In2Sb, space group P6_3/mmc, 6 atoms in the cell, with cell shape and atoms relaxed at each volume within this symmetry. Ansatz 0.2.0, plane-wave PAW, r2SCAN, scalar-relativistic, no spin polarisation; cutoff 500 eV, Gamma-centred 12×12×6 k mesh, Gaussian smearing 0.1 eV. Energies count from the minimum of a third-order Birch-Murnaghan fit.

```
volume per atom (Å³/atom)  energy over minimum (meV/atom)  pressure (GPa)
                   25.654                            14.6            3.07
                   26.473                             3.5            1.40
                   27.292                             0.0            0.00
                   28.110                             3.1           -1.18
                   28.929                            11.7           -2.16
```

The energy has its minimum at the middle volume and rises on both sides, but not equally. Squeezing the crystal by 6 % costs 14.6 meV an atom, while stretching it by the same volume costs 11.7 meV. The pressure tells the same story: it falls at every step of expansion, and each fall is smaller than the one before. No row is irregular, so one question covers the whole table: why does In₂Sb resist being squeezed more strongly than being stretched?

**Pressure is the slope of the energy.** Let $E$ be the energy over minimum, $V$ the volume per atom and $P$ the pressure. At zero temperature $P=-\mathrm{d}E/\mathrm{d}V$. A positive pressure means that the crystal must be held together at that volume; a negative one, as in the last two rows, means that it must be pulled apart. How fast the pressure responds to a change of volume is measured by the bulk modulus $B=-V\,\mathrm{d}P/\mathrm{d}V$.

Suppose that the pressure fell along a straight line around the equilibrium volume $V_0$. With $B$ taken at that volume, the pressure would be $P\approx-B(V-V_0)/V_0$. Summing up the work done against this pressure gives

$$E\approx\frac{B\,(V-V_0)^2}{2V_0}.$$

This is the energy of an ideal spring. It depends on the square of the volume change and so treats squeezing and stretching alike.

The rows at 3 % on either side of the minimum supply the stiffness of the spring through their pressures:

$$B\approx 27.292\times\frac{1.40+1.18}{28.110-26.473}\ \text{GPa}\approx 43.0\ \text{GPa}.$$

For the most compressed row, which had no part in this value, the volume change is $25.654-27.292=-1.638$ Å³. The energy is then $43.0\times1.638^2/(2\times27.292)\approx2.11$ GPa Å³. Since 1 GPa Å³ is $10^{-21}$ J, this makes 13.2 meV an atom.

The spring gives the same 13.2 meV for 6 % expansion. That is about 10 % below the computed energy on the compressed side and about 13 % above it on the expanded side. The estimate thus lies midway between the two computed energies. It captures the general cost of changing the volume and misses exactly what has to be explained, the difference between the two directions.

**Repulsion changes faster than attraction.** The equilibrium volume is a balance between two opposing tendencies. Attraction between the electrons and the positively charged atomic cores pulls the crystal together. Confining the valence electrons to a smaller space raises their kinetic energy, and this pushes it apart. The filled inner shells of neighbouring atoms add to the push where they begin to overlap, because the Pauli principle keeps their electrons from sharing the same states.

These two tendencies depend on distance in different ways. In the simplest picture of a metal, the electrostatic attraction grows as the inverse of the distance between atoms, and the kinetic energy as its inverse square. Shell overlap rises more steeply still. The repulsive part is therefore the more sensitive one, and it decides how the balance tips when the volume changes.

On compression both the push and the pull grow, but the push grows faster, and its lead widens with each further step. On expansion both fade. The push fades faster, which leaves a net pull back towards equilibrium, but the attraction behind that pull is weakening too. The restoring force therefore keeps growing, though by less at each step. This account of the two parts is the standard theory of bonding; the computed energies show only their sum.

In this crystal the atoms cannot shift within the cell to spare their contacts. The symmetry kept in the calculation fixes the positions of the atoms within the cell, and only the ratio of its height to its width can adjust. A volume change of 6 % therefore alters distances by about 2 % on average. A distortion that breaks the symmetry might offer a softer way to give in, or might even lower the energy at equilibrium; neither possibility is tested here.

**The stiffness itself changes.** The steps of pressure show how large the effect is. Between the two most compressed rows the bulk modulus is about 53 GPa, and between the two most expanded rows it is about 34 GPa. The average distance between atoms differs by only about 3 % between these two intervals, yet the stiffness differs by a factor of nearly 1.6. Such a fall in stiffness is what a repulsion that changes faster than the attraction leads to, though the number alone cannot separate the two parts.

A stiffness that falls steadily with volume adds a cubic term to the energy of the spring. This term raises the energy on compression and lowers it on expansion, and it grows eightfold when the volume change doubles. The energies of the same calculations, taken with more digits than the table shows, put the excess cost of compression at 0.33 meV an atom for 3 % and 2.91 meV for 6 %, a ratio of about nine. Most of the departure from eight arises because the middle row lies about 0.002 Å³ above the fitted equilibrium volume. This tiny offset lowers the smaller excess by about 0.03 meV, a noticeable share of it.

A diatomic molecule such as Cl₂ shows the same shape in simpler form: its energy climbs steeply when the atoms are pushed together and more gently when they are drawn apart. The likeness has bounds. In In₂Sb each atom has many neighbours and the valence electrons are shared throughout the crystal, so the energy is not a sum of separate bonds. The table also stays close to the minimum, far from the region where the curve of a molecule flattens out towards free atoms.

**No band gap opens.** A sudden change in the electrons, such as the opening of a band gap, could also bend an energy curve. Here the crystal remains a metal at every volume. If the electrons filled the bands one after another from the bottom, the last band filled would still overlap the next one in energy, by about 2.5 eV at the smallest volume and 2.1 eV at the largest, with a smooth decrease between. Nothing here points to a switch between electronic states, and a gradual change of the bonding with distance is enough to explain the asymmetry.

For practical use, the lesson is that a single bulk modulus serves only for small changes of volume. At 6 % the straight-line estimate gives a pressure of $43.0\times0.060\approx2.6$ GPa in either direction, where the calculation finds 3.07 GPa on compression and 2.16 GPa of tension on expansion. At 3 % the relative error is about half as large. These figures hold at zero temperature and without the zero-point motion of the atoms. The printed output below compares the spring estimate, which rests on the pressures of the two 3 % rows, with all five energies.

The analysis program printed:

```
bulk modulus from pressures at 3 % either side, GPa: 43.01
symmetric estimate against computed energy:
     row  volume change in %  mean length change in %  symmetric estimate in meV/atom  computed less estimate in meV/atom
  25.654              -6.002                   -2.042                            13.2                               1.404
  26.473              -3.001                    -1.01                           3.299                              0.2009
  27.292                   0                        0                               0                                   0
   28.11               2.997                   0.9893                           3.291                             -0.1911
  28.929               5.998                    1.961                           13.18                               -1.48
stiffness between each row and the row before:
     row  halfway volume in A3/atom  pressure step in GPa  local bulk modulus in GPa
  26.473                      26.06                 -1.67                      53.15
  27.292                      26.88                  -1.4                      45.95
   28.11                       27.7                 -1.18                      39.96
  28.929                      28.52                 -0.98                      34.13
local bulk modulus, most compressed interval over most expanded: 1.557
energy at 6 % compression over energy at 6 % expansion: 1.248
compression less expansion energy at 6 % from finer energies, meV/atom: 2.91
compression less expansion energy at 3 % from finer energies, meV/atom: 0.33
ratio of these two asymmetries (a purely cubic term gives 8): 8.818
band overlap from the further outputs:
     row  band overlap in eV
  25.654               2.489
  26.473               2.386
  27.292               2.263
   28.11               2.146
  28.929               2.077
fall of band overlap from smallest to largest volume, eV: 0.4112
```
